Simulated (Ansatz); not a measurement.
This Bi2Te3 structure is the end of a relaxation. It was relaxed at this level from a cell as deposited in COD.

Computed with DFT PBE, scalar-relativistic, plane waves, PAW (Ansatz 0.2.0). Cutoff 420 eV, Γ-centred mesh, Gaussian smearing, no spin polarisation.

```cif
data_structure
_symmetry_space_group_name_H-M 'P 1'
_symmetry_Int_Tables_number 1
_cell_length_a 10.1905
_cell_length_b 10.1905
_cell_length_c 10.1905
_cell_angle_alpha 25.309
_cell_angle_beta 25.309
_cell_angle_gamma 25.309
_cell_volume 170.21
loop_
_atom_site_label
_atom_site_type_symbol
_atom_site_fract_x
_atom_site_fract_y
_atom_site_fract_z
_atom_site_occupancy
Bi1 Bi 0.20442 0.20442 0.20442 1
Bi2 Bi 0.79558 0.79558 0.79558 1
Te1 Te 0.00000 0.00000 0.00000 1
Te2 Te 0.59869 0.59869 0.59869 1
Te3 Te 0.40131 0.40131 0.40131 1
```

Energies over the elements count from the elements' standard structures at the same level, with no fitted energy shifts.

(1) Find its symmetry and describe it.

(2) How far does it lie from the elements in energy?

(3) Is it a metal?

Results:

(1) R-3m (No. 166). Conventional cell: a = 4.465 Å, c = 29.577 Å. Around Bi lie 3 Te at 3.15 Å and 3 Bi at 3.41 Å; Te on a site of symmetry -3m is surrounded by 6 Te at 3.27 Å; Te on a site of symmetry 3m has 3 Bi at 3.15 Å and 3 Te at 3.27 Å.

(2) +0.01 eV/atom. The formation energy is too near zero to say whether this cell lies below the elements.

(3) Yes, bands cross the Fermi level on the 12×12×12 mesh.

The last run used a 12×12×12 mesh for its 5-atom cell and Gaussian smearing of 0.10 eV. The k mesh leaves some 4 meV/atom of noise in the energy of each metallic cell. These runs have no spin–orbit coupling, which can matter for Bi and Te. The reference form of Te is held partly by dispersion forces, which this level lacks. Symmetry constrained the relaxation, so the result can be a saddle point. Another cell of Bi2Te3 relaxed alike, in R-3m (a cell as deposited in COD), lies 254 meV/atom lower, so this cell isn't the stable form at this level.
